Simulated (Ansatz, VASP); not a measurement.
Given: the input of a run of VASP 6.6.1 on Ir.

Contents of INCAR:

```
SYSTEM = Ir
PREC = Accurate ; ENCUT = 520
EDIFF = 1E-7 ; ISMEAR = -1
SIGMA = 0.05 ; LREAL = .FALSE.
LASPH = .TRUE. ; NELM = 100
ALGO = Fast ; ISIF = 2
LWAVE = .FALSE. ; LCHARG = .FALSE.
GGA = PE ; NBANDS = 10
```

The input KPOINTS:

```
regular mesh
0
G
  12 12 12
  0 0 0
```

POSCAR

```
Ir
1.0
    0.0000000000      1.9156000000      1.9156000000
    1.9347560000      0.0000000000      1.9156000000
    1.9347560000      1.9156000000      0.0000000000
Ir
1
Direct
    0.0000000000      0.0000000000      0.0000000000
```

Potentials or basis: VASP PAW PBE potentials, release 64 (Ir).

Command:

```bash
$ cat potpaw_PBE.64/Ir/POTCAR > POTCAR
$ mpirun -np 1 vasp_std > vasp.out
```

**Question.** Translate it to Ansatz 0.2.0. Potentials there: all-electron LAPW, scalar-relativistic.

**Answer.** As run (the cutoff follows the program's own potentials):

File input.yaml:

```yaml
crystal:
  lattice:
    - [0.0, 1.9156, 1.9156]
    - [1.934756, 0.0, 1.9156]
    - [1.934756, 1.9156, 0.0]
  atoms:
    - { symbol: Ir, position: [0.0, 0.0, 0.0] }
kpoints:
  mp_grid: { grid: [12, 12, 12] }
scf:
  occupations: { method: fermi_dirac, width: 0.05 }
hamiltonian:
  xc: pbe
  pseudopotentials: { kind: all_electron, lapw: { basis_error: 0.001 } }
output:
  forces: true
  stress: true
  eigenvalues: true
```

Potentials or basis: all-electron LAPW, scalar-relativistic.

Run with:

```console
$ ansatz run input.yaml --threads 1 --pin off --max-ram 3072MiB --backend cpu --events-out ev --progress --plain --runs-dir out
```

Both were run:

|  | VASP | Ansatz | Ansatz less VASP |
| --- | --- | --- | --- |
| gap on the k mesh at the Fermi level (eV) | none | none | - |
| pressure (GPa) | 7.8 | 7.2 | -0.65 |
| largest component of the traceless stress (GPa) | 2.64 | 2.63 | -0.015 |

A gap of «none» marks a metal or a gap that the smearing closes. Ansatz ran all-electron here, so the differences hold the error of VASP's frozen core and of both bases.

The runs have no spin-orbit coupling, so splittings on Ir are missing.
